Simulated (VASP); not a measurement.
# CeO (Pm-3m) in VASP: a series of runs

One crystal, CeO, is run at these levels: LDA+U; tasks: single point.

All numbers are computed with VASP 6.6.1; they aren't measurements. Logs are shortened: lines on timing, memory, paths and dates and some standing lists are left out, and cuts for length are marked.

### 1 The crystal as given

It takes space group Pm-3m (No. 221, cubic). Conventional cell: a = 2.888 Å, b = 2.888 Å, c = 2.888 Å, α = 90.00°, β = 90.00°, γ = 90.00°. Ce (site symmetry m-3m) is surrounded by 8 O at 2.50 Å. O (site symmetry m-3m) is surrounded by 8 Ce at 2.50 Å.

The cell comes from a database or a generator and needn't be the stable form of this composition.

### 2 Single point, LDA+U, collinear spin, random start

The input, INCAR:

```
SYSTEM = CeO
  PREC = Accurate
  ENCUT = 520
  EDIFF = 1E-6
  ISMEAR = 0
  SIGMA = 0.05
  LREAL = .FALSE.
  LASPH = .TRUE.
  NELM = 120
  ALGO = Normal
  ISIF = 2
  LWAVE = .FALSE.
  LCHARG = .FALSE.
  ISPIN = 2
  MAGMOM = -0.43 0
  LORBIT = 11
  LMAXMIX = 6
  LDAU = .TRUE.
  LDAUTYPE = 2
  LDAUL = 3 -1
  LDAUU = 3 0
  LDAUJ = 0 0
  LDAUPRINT = 1
```

The input, KPOINTS:

```
regular mesh
0
G
  7 7 7
  0 0 0
```

The input, POSCAR:

```
CeO
1.0
    2.8880971600      0.0000000000      0.0000000000
    0.0000000000      2.8880971600      0.0000000000
    0.0000000000      0.0000000000      2.8880971600
Ce O
1 1
Direct
    0.0000000000      0.0000000000      0.0000000000
    0.5000000000      0.5000000000      0.5000000000
```

Potentials or basis: VASP PAW LDA potentials, release 64 (Ce, O).

The run is started by

```
$ cat potpaw_LDA.64/Ce/POTCAR potpaw_LDA.64/O/POTCAR > POTCAR
$ mpirun -np 1 vasp_std > vasp.out
```

OUTCAR:

```text
SYSTEM = CeO
   PREC = Accurate
   ENCUT = 520
   EDIFF = 1E-6
   ISMEAR = 0
   LREAL = .FALSE.
   LASPH = .TRUE.
   NELM = 120
   ISIF = 2
   ISPIN = 2
   LORBIT = 11

 ion  position               nearest neighbor table
   1  0.000  0.000  0.000-   2 2.50   2 2.50   2 2.50   2 2.50   2 2.50   2 2.50   2 2.50   2 2.50

   2  0.500  0.500  0.500-   1 2.50   1 2.50   1 2.50   1 2.50   1 2.50   1 2.50   1 2.50   1 2.50

  LATTYP: Found a simple cubic cell.
 ALAT       =     2.8880971600

  Lattice vectors:

 A1 = (   2.8880971600,   0.0000000000,   0.0000000000)
 A2 = (   0.0000000000,   2.8880971600,   0.0000000000)
 A3 = (   0.0000000000,   0.0000000000,   2.8880971600)

Analysis of symmetry for initial positions (statically):
=====================================================================
 Subroutine PRICEL returns:
 Original cell was already a primitive cell.

 Routine SETGRP: Setting up the symmetry group for a
 simple cubic supercell.

 Subroutine GETGRP returns: Found 48 space group operations
 (whereof 48 operations were pure point group operations)
 out of a pool of 48 trial point group operations.

The static configuration has the point symmetry O_h .

Analysis of symmetry for dynamics (positions and initial velocities):
=====================================================================
 Subroutine PRICEL returns:
 Original cell was already a primitive cell.

 Routine SETGRP: Setting up the symmetry group for a
 simple cubic supercell.

 Subroutine GETGRP returns: Found 48 space group operations
 (whereof 48 operations were pure point group operations)
 out of a pool of 48 trial point group operations.

The dynamic configuration has the point symmetry O_h .

Analysis of structural, dynamic, and magnetic symmetry:
=====================================================================
 Subroutine PRICEL returns:
 Original cell was already a primitive cell.

 Routine SETGRP: Setting up the symmetry group for a
 simple cubic supercell.

 Subroutine GETGRP returns: Found 48 space group operations
 (whereof 48 operations were pure point group operations)
 out of a pool of 48 trial point group operations.

The overall configuration has the point symmetry O_h .

 Subroutine INISYM returns: Found 48 space group operations
 (whereof 48 operations are pure point group operations),
 and found     1 'primitive' translations

[... 195 lines left out ...]
 E-fermi :  13.5286     XC(G=0): -13.5511

 val. band max:       13.5246639558   @ k =   0.2857   0.2857   0.2857
 cond. band min:      13.5340697543   @ k =   0.4286   0.4286   0.0000
 fundamental gap:      0.0094057985
 Fermi energy:        13.5286316692

 spin component 1

 k-point     1 :       0.0000    0.0000    0.0000
  band No.  band energies     occupation
      1     -22.6159      1.00000
      2      -6.7540      1.00000
      3      -3.0897      1.00000
      4      -3.0897      1.00000
      5      -3.0897      1.00000
      6       9.0020      1.00000
      7       9.0020      1.00000
      8       9.0020      1.00000
      9      10.3164      1.00000
     10      10.3164      1.00000
     11      14.8355      0.00000
     12      14.8355      0.00000
[... 290 lines left out ...]
 k-point    20 :       0.4286    0.4286    0.4286
  band No.  band energies     occupation
      1     -20.3450      1.00000
      2      -6.6072      1.00000
      3      -5.7152      1.00000
      4      -5.7152      1.00000
      5      -5.6234      1.00000
      6       4.4693      1.00000
      7       4.4693      1.00000
      8       5.0190      1.00000
      9      15.1732      0.00000
     10      15.2238      0.00000
     11      15.2238      0.00000
     12      15.2930      0.00000
     13      15.5952      0.00000
 Fermi energy:        13.5286316692

 spin component 2

 k-point     1 :       0.0000    0.0000    0.0000
  band No.  band energies     occupation
      1     -23.0016      1.00000
      2      -6.7729      1.00000
      3      -3.4358      1.00000
      4      -3.4358      1.00000
      5      -3.4358      1.00000
      6       8.9148      1.00000
      7       8.9148      1.00000
      8       8.9148      1.00000
      9      10.0149      1.00000
     10      10.0149      1.00000
     11      14.4089      0.00000
     12      14.4089      0.00000
[... 291 lines left out ...]
  band No.  band energies     occupation
      1     -20.7623      1.00000
      2      -6.6727      1.00000
      3      -6.0714      1.00000
      4      -6.0714      1.00000
      5      -5.9000      1.00000
      6       4.4041      1.00000
      7       4.4041      1.00000
      8       4.9476      1.00000
      9      13.8167      0.00000
     10      13.8167      0.00000
     11      13.8661      0.00000
     12      14.7340      0.00000
     13      15.1568      0.00000

------------------------ aborting loop because EDIFF is reached ----------------------------------------

  FORCE on cell =-STRESS in cart. coord.  units (eV):
  Direction    XX          YY          ZZ          XY          YZ          ZX
  --------------------------------------------------------------------------------------
  -------------------------------------------------------------------------------------
  Total        5.4363446      5.4363446      5.4363446     -0.0000000     -0.0000000      0.0000000
  in kB      361.5614828    361.5614828    361.5614828     -0.0000000     -0.0000000      0.0000000
  external PRESSURE =     361.5614828 kB  Pullay stress =       0.0000000 kB

 VOLUME and BASIS-vectors are now :
 -----------------------------------------------------------------------------
  energy-cutoff  :      520.00
  volume of cell :       24.09
      direct lattice vectors                 reciprocal lattice vectors
     2.888097160  0.000000000  0.000000000     0.346248739  0.000000000  0.000000000
     0.000000000  2.888097160  0.000000000     0.000000000  0.346248739  0.000000000
     0.000000000  0.000000000  2.888097160     0.000000000  0.000000000  0.346248739

 POSITION                                       TOTAL-FORCE (eV/Angst)
 -----------------------------------------------------------------------------------
      0.00000      0.00000      0.00000         0.000000      0.000000      0.000000
      1.44405      1.44405      1.44405         0.000000      0.000000      0.000000
 -----------------------------------------------------------------------------------
    total drift:                                0.000000      0.000000     -0.000000

  FREE ENERGIE OF THE ION-ELECTRON SYSTEM (eV)
  ---------------------------------------------------
  free  energy   TOTEN  =       -15.5095617705 eV

  energy  without entropy=      -15.5066692851  energy(sigma->0) =      -15.50811553

 total charge

# of ion       s       p       d       f       tot
--------------------------------------------------
    1        2.029   5.695   1.421   1.187  10.332
    2        1.557   3.463   0.000   0.000   5.020
--------------------------------------------------
tot          3.586   9.158   1.421   1.187  15.351

 magnetization (x)

# of ion       s       p       d       f       tot
--------------------------------------------------
    1       -0.003  -0.006  -0.125  -0.823  -0.957
    2       -0.006   0.020   0.000   0.000   0.014
--------------------------------------------------
tot         -0.009   0.014  -0.125  -0.823  -0.943
```

OSZICAR:

```text
N       E                     dE             d eps       ncg     rms          rms(c)
DAV:   1     0.157770342829E+03    0.15777E+03   -0.83367E+03  1056   0.181E+03
DAV:   2    -0.116243078437E+01   -0.15893E+03   -0.15269E+03  1520   0.286E+02
DAV:   3    -0.161548674264E+02   -0.14992E+02   -0.14387E+02  1432   0.100E+02
DAV:   4    -0.169625915839E+02   -0.80772E+00   -0.63087E+00  1700   0.197E+01
[... 18 lines left out ...]
DAV:  23    -0.155095514454E+02   -0.49639E-04   -0.29245E-05  1549   0.535E-02    0.485E-01
DAV:  24    -0.155095558263E+02   -0.43808E-05   -0.17253E-06  1051   0.120E-02    0.241E-01
DAV:  25    -0.155095615295E+02   -0.57033E-05   -0.48829E-06  1195   0.201E-02    0.424E-02
DAV:  26    -0.155095617705E+02   -0.24101E-06   -0.56722E-07   745   0.900E-03
   1 F= -.15509562E+02 E0= -.15508116E+02  d E =-.289249E-02  mag=    -0.9855
```

stdout:

```text
POSCAR found type information on POSCAR CeO
 POSCAR found :  2 types and       2 ions
 scaLAPACK will be used
 LDA part: xc-table for (Slater(with rela. corr.)+CA(PZ))
 , standard interpolation
 POSCAR, INCAR and KPOINTS ok, starting setup
 FFT: planning ... GRIDC
 FFT: planning ... GRID_SOFT
 FFT: planning ... GRID
 WAVECAR not read
 entering main loop
```

Run time: 15 s. Hardware: 1 thread of AMD EPYC 9R45 (Zen 5), shared host; peak memory 0.12 GiB.

What came out:

```
Free energy                                           : -15.5096 eV
Pressure                                              : 36.2 GPa
Band gap on the k mesh                                : none (metal or under the smearing width)
Net moment                                            : -0.99 μB per cell
Site moments                                          : Ce -0.96; O +0.01 μB
Valence electrons inside the program's atomic spheres : Ce 10.33; O 5.02
```

Levels at points of the mesh, in eV from the Fermi level:
Spin up:
```
           k point  band 7  band 8  band 9  band 10  band 11  band 12
(0.00, 0.00, 0.00)   -4.53   -4.53   -3.21    -3.21     1.31     1.31
```
Spin down:
```csv
k point,band 7,band 8,band 9,band 10,band 11,band 12,band 13
"(0.00, 0.00, 0.00)",-4.61,-4.61,-3.51,-3.51,0.88,0.88,0.88
```

Eigenvalues of the final occupation matrices:
```tsv
site	spin	trace	eigenvalues
site 1 f	1	0.19	0.01 0.01 0.01 0.03 0.03 0.03 0.04
site 1 f	2	1.01	0.02 0.02 0.02 0.04 0.30 0.30 0.30
```

Caveat: the magnetic or orbital state may not be the lowest; a pressure of tens of GPa on the cell as given is suspect, and the run, the potentials or the cell itself is likely at fault; spin-orbit coupling is left out, which moves the levels of the heavy elements. The state reached can hang on the start; a lower one may exist.

### 3 Single point, LDA+U, collinear spin, ferromagnetic start

The input, INCAR:

```
SYSTEM = CeO
PREC = Accurate
ENCUT = 520
EDIFF = 1E-7
ISMEAR = 0
SIGMA = 0.05
LREAL = .False.
LASPH = .True.
NELM = 100
ALGO = Fast
ISIF = 2
LWAVE = .False.
LCHARG = .True.
ISPIN = 2
MAGMOM = 1 0
LORBIT = 11
NUPDOWN = 2
LMAXMIX = 6
LDAU = .True.
LDAUTYPE = 2
LDAUL = 3 -1
LDAUU = 3 0
LDAUJ = 0 0
LDAUPRINT = 1
GGA = CA
LELF = .True.
LVHAR = .True.
```

The input, KPOINTS:

```
regular mesh
0
Gamma
  7 7 7
  0 0 0
```

POSCAR is that of step 2.

Potentials or basis: VASP PAW LDA potentials, release 64 (Ce, O).

The run is started by

```
$ cat potpaw_LDA.64/Ce/POTCAR potpaw_LDA.64/O/POTCAR > POTCAR
$ mpirun -np 1 vasp_std > vasp.out
```

It took 34 s on 1 thread of AMD EPYC 9R45 (Zen 5), shared host; peak memory 0.13 GiB.

Results (log left out):

* Free energy: -14.8916 eV
* Pressure: 47.0 GPa
* Net moment: 2.00 μB per cell
* Site moments: Ce +1.85; O -0.02 μB
* Valence electrons inside the program's atomic spheres: Ce 10.37; O 5.03

Eigenvalues of the final occupation matrices:
```tsv
site	spin	trace	eigenvalues
site 1 f	1	1.27	0.02 0.02 0.02 0.04 0.39 0.39 0.39
site 1 f	2	0.11	0.01 0.01 0.01 0.01 0.01 0.01 0.03
```

Caveat: the magnetic or orbital state may not be the lowest; a pressure of tens of GPa on the cell as given is suspect, and the run, the potentials or the cell itself is likely at fault; spin-orbit coupling is left out, which moves the levels of the heavy elements; the total moment is fixed, so each spin has its own Fermi level.

### 4 Single point, LDA+U, collinear spin, ferromagnetic start

The input, INCAR:

```
PREC = Accurate
ENCUT = 520
EDIFF = 1E-6
ISMEAR = 0
SIGMA = 0.05
LREAL = False
LASPH = True
NELM = 150
ALGO = Fast
ISIF = 2
LWAVE = False
LCHARG = False
ISPIN = 2
MAGMOM = 1 0
LORBIT = 11
LMAXMIX = 6
LDAU = True
LDAUTYPE = 2
LDAUL = 3 -1
LDAUU = 2 0
LDAUJ = 0 0
LDAUPRINT = 1
```

The input, KPOINTS:

```
Automatic mesh
0
Gamma
  7 7 7
```

POSCAR is that of step 3.

The run is started by

```
$ cat potpaw_LDA.64/Ce/POTCAR potpaw_LDA.64/O/POTCAR > POTCAR
$ mpirun -np 1 vasp_std > vasp.out
```

Run time: 28 s. Hardware: 1 thread of AMD EPYC 9R45 (Zen 5), shared host; peak memory 0.12 GiB.

Results (log left out):

- Free energy: -15.9809 eV
- Pressure: 33.0 GPa
- Band gap on the k mesh: none (metal or under the smearing width)
- Net moment: 0.99 μB per cell
- Site moments: Ce +0.95; O -0.01 μB
- Valence electrons inside the program's atomic spheres: Ce 10.34; O 5.02

Levels at points of the mesh, in eV from the Fermi level:
Spin up:
```tsv
k point	band 6	band 7	band 8	band 9	band 10	band 11	band 12	band 13	band 14
(0.00, 0.00, 0.00)	-4.60	-4.60	-4.60	-3.46	-3.46	0.54	0.54	0.54	1.16
```
Spin down:
```
           k point  band 5  band 6  band 7  band 8  band 9  band 10  band 11  band 12  band 13  band 14
(0.00, 0.00, 0.00)  -16.53   -4.52   -4.52   -4.52   -3.16    -3.16     1.02     1.02     1.02     1.63
```

Eigenvalues of the final occupation matrices:
```csv
site,spin,trace,eigenvalues
site 1 f,1,1.04,0.04 0.05 0.05 0.05 0.29 0.29 0.29
site 1 f,2,0.21,0.02 0.02 0.02 0.04 0.04 0.04 0.04
```

Caveat: the magnetic or orbital state may not be the lowest; a pressure of tens of GPa on the cell as given is suspect, and the run, the potentials or the cell itself is likely at fault; spin-orbit coupling is left out, which moves the levels of the heavy elements. The state reached can hang on the start; a lower one may exist.

### 5 Single point, LDA+U, collinear spin, antiferromagnetic start

This run uses another cell than the first one: it holds 4 atoms, not 2.

The input, INCAR:

```
SYSTEM = CeO
ALGO = Normal ; EDIFF = 1E-7
ENCUT = 520 ; GGA = CA
ISIF = 2 ; ISMEAR = 0
ISPIN = 2 ; LASPH = .True.
LCHARG = .True. ; LDAU = .True.
LDAUJ = 0 0 ; LDAUL = 3 -1
LDAUPRINT = 1 ; LDAUTYPE = 2
LDAUU = 2 0 ; LELF = .True.
LMAXMIX = 6 ; LORBIT = 11
LREAL = .False. ; LVHAR = .True.
LWAVE = .False. ; MAGMOM = 1 -1 0 0
NELM = 100 ; PREC = Accurate
SIGMA = 0.05
```

The input, KPOINTS:

```
k-points
0
Gamma
  6 6 6
  0 0 0
```

The input, POSCAR:

```
CeO
1.0
    0.0000000000      2.8880971600      2.8880971600
    2.8880971600      0.0000000000      2.8880971600
    2.8880971600      2.8880971600      0.0000000000
Ce O
2 2
Direct
    0.0000000000      0.0000000000      0.0000000000
    0.5000000000      0.5000000000      0.5000000000
    0.2500000000      0.2500000000      0.2500000000
    0.7500000000      0.7500000000      0.7500000000
```

The run is started by

```
$ cat potpaw_LDA.64/Ce/POTCAR potpaw_LDA.64/O/POTCAR > POTCAR
$ mpirun -np 1 vasp_std > vasp.out
```

Wall time 52 s (1 thread of AMD EPYC 9R45 (Zen 5), shared host); peak memory 0.16 GiB.

Results (log left out):

```
Free energy                                           : -31.8867 eV
Pressure                                              : 31.9 GPa
Band gap on the k mesh                                : none (metal or under the smearing width)
Net moment                                            : 0.00 μB per cell
Site moments                                          : Ce +0.54, -0.54; O +0.00 μB
Valence electrons inside the program's atomic spheres : Ce 10.34; O 5.01
```

Levels at points of the mesh, in eV from the Fermi level:
Spin up:
| k point | band 16 | band 17 | band 18 | band 19 | band 20 | band 21 |
| --- | --- | --- | --- | --- | --- | --- |
| (0.00, 0.00, 0.00) | -4.58 | -3.33 | -3.33 | 0.58 | 0.59 | 0.59 |
| (0.50, 0.00, 0.00) | -5.64 | -0.14 | -0.14 | 0.12 | 0.45 | 0.45 |
| (0.50, 0.50, 0.00) | -5.43 | -1.77 | -0.36 | -0.09 | 0.05 | 0.09 |
Spin down:
| k point | band 15 | band 16 | band 17 | band 18 | band 19 | band 20 | band 21 | band 22 |
| --- | --- | --- | --- | --- | --- | --- | --- | --- |
| (0.00, 0.00, 0.00) | -4.58 | -4.58 | -3.33 | -3.33 | 0.58 | 0.59 | 0.59 | 0.59 |
| (0.50, 0.00, 0.00) | -5.65 | -5.64 | -0.14 | -0.14 | 0.12 | 0.45 | 0.45 | 0.74 |
| (0.50, 0.50, 0.00) | -5.47 | -5.43 | -1.77 | -0.36 | -0.09 | 0.05 | 0.09 | 0.38 |

Eigenvalues of the final occupation matrices:
```tsv
site	spin	trace	eigenvalues
site 1 f	1	0.92	0.04 0.04 0.04 0.04 0.25 0.25 0.25
site 1 f	2	0.30	0.03 0.03 0.03 0.04 0.05 0.05 0.05
site 2 f	1	0.30	0.03 0.03 0.03 0.04 0.05 0.05 0.05
site 2 f	2	0.92	0.04 0.04 0.04 0.04 0.25 0.25 0.25
```

Caveat: the magnetic or orbital state may not be the lowest; a pressure of tens of GPa on the cell as given is suspect, and the run, the potentials or the cell itself is likely at fault; spin-orbit coupling is left out, which moves the levels of the heavy elements. The state reached can hang on the start; a lower one may exist.

### 6 Summary

```csv
spin,U,fixed moment (μB),k mesh,further INCAR settings,supercell matrix,gap on the mesh (eV),pressure (GPa),moment (μB)
"collinear, random start",Ce f U = 3 eV,-,7 × 7 × 7,ALGO = Normal; EDIFF = 1e-06,-,none,36.2,0.99
"collinear, ferromagnetic start",Ce f U = 3 eV,2,7 × 7 × 7,ALGO = Fast; EDIFF = 1e-07,-,-,47.0,2.00
"collinear, ferromagnetic start",Ce f U = 2 eV,-,7 × 7 × 7,ALGO = Fast; EDIFF = 1e-06,-,none,33.0,0.99
"collinear, antiferromagnetic start",Ce f U = 2 eV,-,6 × 6 × 6,ALGO = Normal; EDIFF = 1e-07,"[0, 1, 1, 1, 0, 1, 1, 1, 0]",none,31.9,0.00
```

Alike in all rows: task single point; level LDA+U; potentials or basis VASP PAW LDA potentials, release 64 (Ce, O); cell as given; cutoff (eV) 520; smearing gaussian 0.05 eV.

Every run on the cell as given and a fine mesh finds a metal.

Caveats: the magnetic or orbital state may not be the lowest; a pressure of tens of GPa on the cell as given is suspect, and the run, the potentials or the cell itself is likely at fault; spin-orbit coupling is left out, which moves the levels of the heavy elements; the total moment is fixed, so each spin has its own Fermi level (some runs).

Absolute energies hang on the potentials; compare differences alone.
